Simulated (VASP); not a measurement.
# SnSe2 (P-3m1) in VASP: further runs, part 2 of 2

VASP 6.6.1.

### 5 Relaxation of cell and atoms, PBE+D3(BJ), target pressure 10 GPa, at which the enthalpy is minimised

This run uses another cell than the first one, of 21.44 Å³/atom, 0.833 times its volume.

The input, INCAR:

```
SYSTEM = SnSe2
ALGO = Normal ; EDIFF = 1E-7
EDIFFG = -0.005 ; ENCUT = 600
GGA = PE ; IBRION = 2
ISIF = 3 ; ISMEAR = 0
IVDW = 12 ; LASPH = .True.
LCHARG = .False. ; LREAL = .False.
LWAVE = .False. ; NELM = 80
NSW = 90 ; PREC = Accurate
PSTRESS = 100.0 ; SIGMA = 0.03
```

The input, KPOINTS:

```
k-points
0
Gamma
  9 9 5
  0 0 0
```

The input, POSCAR:

```
SnSe2                                   
1.0
    3.7390007217     -0.0000000000      0.0000000000
   -1.8695003609      3.2380696097     -0.0000000000
   -0.0000000000     -0.0000000000      5.3119580793
  Sn              Se            
     1     2
Direct
     0.0000000000000000    0.0000000000000000    0.0000000000000000
     0.3333333332999970    0.6666666667000030    0.2994872620410620
     0.6666666667000030    0.3333333332999970    0.7005127379589379
```

Potentials or basis: VASP PAW PBE potentials, release 64 (Sn_d, Se).

Started as:

```bash
cat potpaw_PBE.64/Sn_d/POTCAR potpaw_PBE.64/Se/POTCAR > POTCAR
mpirun -np 1 vasp_std > vasp.out
```

OUTCAR:

```text
SYSTEM = SnSe2
   EDIFF = 1E-7
   EDIFFG = -0.005
   ENCUT = 600
   GGA = PE
   IBRION = 2
   ISIF = 3
   ISMEAR = 0
   IVDW = 12
   LASPH = .True.
   LREAL = .False.
   NELM = 80
   NSW = 90
   PREC = Accurate
   PSTRESS = 100.0
 IVDW          = 12

 ion  position               nearest neighbor table
   1  0.000  0.000  0.000-   2 2.68   3 2.68   2 2.68   3 2.68   3 2.68   2 2.68
   2  0.333  0.667  0.299-   1 2.68   1 2.68   1 2.68
   3  0.667  0.333  0.701-   1 2.68   1 2.68   1 2.68

  LATTYP: Found a hexagonal cell.
 ALAT       =     3.7390007217
 C/A-ratio  =     1.4206892362

  Lattice vectors:

 A1 = (   3.7390007217,   0.0000000000,   0.0000000000)
 A2 = (  -1.8695003609,   3.2380696097,   0.0000000000)
 A3 = (   0.0000000000,   0.0000000000,   5.3119580793)

Analysis of symmetry for initial positions (statically):
=====================================================================
 Subroutine PRICEL returns:
 Original cell was already a primitive cell.
[... 178 lines left out ...]

 Edisp (eV)   -1.31495

 E8    (eV) :    -0.5760
[... 120 lines left out ...]
--------------------------------------- Ionic step        4  -------------------------------------------

 number of electron      26.0000007 magnetization

 Free energy of the ion-electron system (eV)
  ---------------------------------------------------
  ext. energy  EPLUGINS =         0.00000000
  ---------------------------------------------------
  free energy    TOTEN  =       -11.27052984 eV

  energy without entropy =      -11.27018793  energy(sigma->0) =      -11.27035888

 E-fermi :   6.8714     XC(G=0): -10.5014

 val. band max:        6.8535422913   @ k =   0.0000   0.3333   0.4000
 cond. band min:       7.0048377917   @ k =   0.2222   0.0000   0.2000
 fundamental gap:      0.1512955005
 Fermi energy:         6.8713802717

 k-point     1 :       0.0000    0.0000    0.0000
  band No.  band energies     occupation
      1     -14.8711      2.00000
      2     -14.8711      2.00000
      3     -14.8298      2.00000
      4     -14.8109      2.00000
      5     -14.8109      2.00000
      6      -8.4475      2.00000
[... 457 lines left out ...]
      4     -14.8099      2.00000
      5     -14.7945      2.00000
      6      -7.3973      2.00000
[... 9 lines left out ...]
     16      11.8963      0.00000
     17      12.9419      0.00000

 [... further k-points ...]

------------------------ aborting loop because EDIFF is reached ----------------------------------------

 Edisp (eV)   -1.31403

 E8    (eV) :    -0.5756
[... 30 lines left out ...]
  energy  without entropy=      -12.5842220201  energy(sigma->0) =      -12.58439297

  enthalpy is  TOTEN    =        -8.5678679568 eV   P V=        4.0166959722

 reached required accuracy - stopping structural energy minimisation
```

OSZICAR:

```text
N       E                     dE             d eps       ncg     rms          rms(c)
DAV:   1     0.206378706446E+03    0.20638E+03   -0.13818E+04  1717   0.204E+03
DAV:   2     0.998279603608E+01   -0.19640E+03   -0.19233E+03  1820   0.438E+02
[... 29 lines left out ...]
       N       E                     dE             d eps       ncg     rms          rms(c)
DAV:   1    -0.112705348449E+02    0.82127E-03   -0.40516E-04  1970   0.205E-01    0.163E-02
DAV:   2    -0.112705311249E+02    0.37201E-05   -0.25023E-05  1978   0.597E-02    0.824E-03
DAV:   3    -0.112705295506E+02    0.15742E-05   -0.39967E-06  2177   0.305E-02    0.266E-03
DAV:   4    -0.112705296748E+02   -0.12412E-06   -0.58711E-07  1940   0.752E-03    0.978E-04
DAV:   5    -0.112705297891E+02   -0.11432E-06   -0.23127E-08   919   0.314E-03    0.349E-04
DAV:   6    -0.112705298368E+02   -0.47752E-07   -0.23195E-08   888   0.188E-03
   4 F= -.85678680E+01 E0= -.85676970E+01  d E =-.479530E-05
```

CONTCAR:

```text
SnSe2
   1.00000000000000
     3.7380705652118356   -0.0000000000157113   -0.0000000000000001
    -1.8690352826695116    3.2372640705266709    0.0000000000000000
    -0.0000000000000000    0.0000000000000001    5.3180684205247957
  Sn              Se
     1     2
Direct
     0.0000000000000000    0.0000000000000000    0.0000000000000000
     0.3333333332999970    0.6666666667000030    0.2992081584264382
     0.6666666667000030    0.3333333332999970    0.7007918415735618

  0.00000000E+00  0.00000000E+00  0.00000000E+00
  0.00000000E+00  0.00000000E+00  0.00000000E+00
  0.00000000E+00  0.00000000E+00  0.00000000E+00
```

It took 75 s on 1 thread of Intel Xeon 6975P-C (Granite Rapids), shared host; peak memory 0.24 GiB.

Results:

```yaml
Free_energy: -12.5846 eV
Relaxed_volume: 21.45 Å³/atom
Relaxed_cell: a = 3.738 Å, b = 3.738 Å, c = 5.318 Å, α = 90.00°, β = 90.00°, γ = 120.00°
Space_group_after_relaxing_to_0.05_Å: P-3m1 (No. 164)
Energy_change_on_relaxing_the_enthalpy_is_what_falls: -0.9 meV/atom
Ionic_steps: 4
Pressure_after_relaxing: 10.0 GPa
Band_gap_on_the_k_mesh: none (metal or under the smearing width)
Dispersion_energy_per_atom: -0.438 eV
```

Step by step:
```tsv
step	energy change (eV)	largest force (eV/Å)	pressure (GPa)	volume (Å³)
1	0.0000	0.0078	10.01	64.31
2	-0.0010	0.0067	10.00	64.33
3	-0.0033	0.0039	9.95	64.36
4	-0.0026	0.0008	9.97	64.35
```

Final structure:
```
CELL_PARAMETERS angstrom
3.73807 0.00000 0.00000
-1.86904 3.23726 0.00000
0.00000 0.00000 5.31807
ATOMIC_POSITIONS crystal
Sn 0.00000 0.00000 0.00000
Se 0.33333 0.66667 0.29921
Se 0.66667 0.33333 0.70079
```

Levels at points of the mesh, in eV from the Fermi level:
```tsv
k point	band 10	band 11	band 12	band 13	band 14	band 15	band 16	band 17
(0.00, 0.00, 0.00)	-1.47	-1.09	-1.09	-0.10	0.68	2.93	4.55	4.55
```

Caveat: the cell is relaxed towards a set pressure, so the enthalpy falls and the energy may rise; pairwise dispersion overbinds metals, which lowers pressure and volume.

### 6 Relaxation of cell and atoms, rev-vdW-DF2

The input, INCAR:

```
SYSTEM = SnSe2
PREC = Accurate
ENCUT = 600
EDIFF = 1E-6
ISMEAR = 0
SIGMA = 0.03
LREAL = .False.
LASPH = .True.
NELM = 80
ALGO = Normal
ISIF = 3
LWAVE = .False.
LCHARG = .False.
GGA = MK
LUSE_VDW = .True.
AGGAC = 0.0
PARAM1 = 0.1234
PARAM2 = 0.711357
ZAB_VDW = -1.8867
IBRION = 2
NSW = 90
EDIFFG = -0.01
KPAR = 2
```

The input, KPOINTS:

```
regular mesh
0
Gamma
  9 9 5
  0 0 0
```

The input, POSCAR:

```
SnSe2
1.0
    3.8110000000      0.0000000000      0.0000000000
   -1.9055000000      3.3004228138      0.0000000000
    0.0000000000      0.0000000000      6.1360000000
Sn Se
1 2
Direct
    0.0000000000      0.0000000000      0.0000000000
    0.3333333333      0.6666666667      0.2490000000
    0.6666666667      0.3333333333      0.7510000000
```

Potentials or basis: VASP PAW PBE potentials, release 64 (Sn_d, Se).

Started as:

```bash
cat potpaw_PBE.64/Sn_d/POTCAR potpaw_PBE.64/Se/POTCAR > POTCAR
mpirun -np 2 vasp_std > vasp.out
```

Run time: 7.9 min. Hardware: 2 MPI ranks of AMD EPYC 9R45 (Zen 5), shared host; peak memory 0.49 GiB.

The run converged. Its results:

| Property | Result |
| --- | --- |
| Free energy | -6.2379 eV |
| Relaxed volume | 26.28 Å³/atom |
| Relaxed cell | a = 3.866 Å, b = 3.866 Å, c = 6.091 Å, α = 90.00°, β = 90.00°, γ = 120.00° |
| Space group after relaxing (to 0.05 Å) | P-3m1 (No. 164) |
| Energy gained by relaxing | 29.7 meV/atom |
| Ionic steps | 14 |
| Pressure after relaxing | 0.0 GPa |
| Largest force after relaxing | 0.005 eV/Å |
| Band gap on the k mesh | 0.40 eV, indirect (least direct gap 0.67 eV) |

Forces on the atoms (eV/Å):
```
Sn   0.000  0.000  0.000
Se   0.000  0.000 -0.005
Se   0.000  0.000  0.005
```

Step by step:
```tsv
step	energy change (eV)	largest force (eV/Å)	pressure (GPa)	volume (Å³)
1	0.0000	0.8989	4.49	77.18
2	-0.0305	0.3940	-3.26	85.51
3	-0.0807	0.1226	-0.34	81.64
4	-0.0807	0.1357	-0.19	81.55
5	-0.0828	0.0997	-0.13	81.20
6	-0.0838	0.0585	-0.03	80.80
7	-0.0839	0.0464	0.01	80.68
8	-0.0849	0.0314	-0.06	80.55
9	-0.0870	0.0116	-0.26	80.18
10	-0.0877	0.0933	-0.57	79.43
11	-0.0880	0.0606	-0.44	79.72
12	-0.0885	0.0452	-0.34	79.47
13	-0.0891	0.0024	0.06	78.72
14	-0.0891	0.0051	0.00	78.84
```

Final structure:
```
Sn Se
1.0
     3.86583    0.00000    0.00000
    -1.93291    3.34790    0.00000
     0.00000    0.00000    6.09150
Sn Se
1 2
Direct
  0.00000 0.00000 0.00000
  0.33333 0.66667 0.26279
  0.66667 0.33333 0.73721
```

Levels at points of the mesh, in eV from the valence-band top:
| k point | band 9 | band 10 | band 11 | band 12 | band 13 | band 14 | band 15 | band 16 | band 17 |
| --- | --- | --- | --- | --- | --- | --- | --- | --- | --- |
| (0.00, 0.00, 0.00) | -0.66 | -0.66 | -0.47 | -0.47 | -0.10 | 0.57 | 2.91 | 4.43 | 4.43 |

Caveat: the PAW data sets were made with another functional, which shifts forces and pressure a little; spin-orbit coupling is left out, which moves the levels of the heavy elements; an odd mesh through Γ misses points on the zone boundary, where band edges often lie.

### 7 Summary

```tsv
level	cell	target pressure	gap on the mesh (eV)	pressure (GPa)	relaxed volume (Å³/atom)
PBE+D3(BJ)	relaxed	-	0.43	0.0	25.58
PBE+D3(BJ)	relaxed to 10 GPa	10 GPa	none	10.0	-
rev-vdW-DF2	relaxed	-	0.40	0.0	26.28
```

Alike in all rows: task relaxation of cell and atoms; potentials or basis VASP PAW PBE potentials, release 64 (Sn_d, Se); no spin polarisation; k mesh 9 × 9 × 5; cutoff (eV) 600; smearing gaussian 0.03 eV.

Caveats: spin-orbit coupling is left out, which moves the levels of the heavy elements (some runs); an odd mesh through Γ misses points on the zone boundary, where band edges often lie (some runs); the cell is relaxed towards a set pressure, so the enthalpy falls and the energy may rise (some runs); pairwise dispersion overbinds metals, which lowers pressure and volume (some runs); the PAW data sets were made with another functional, which shifts forces and pressure a little (some runs).

Total energies depend on the potentials used, so only differences within one code and one set of settings carry meaning.
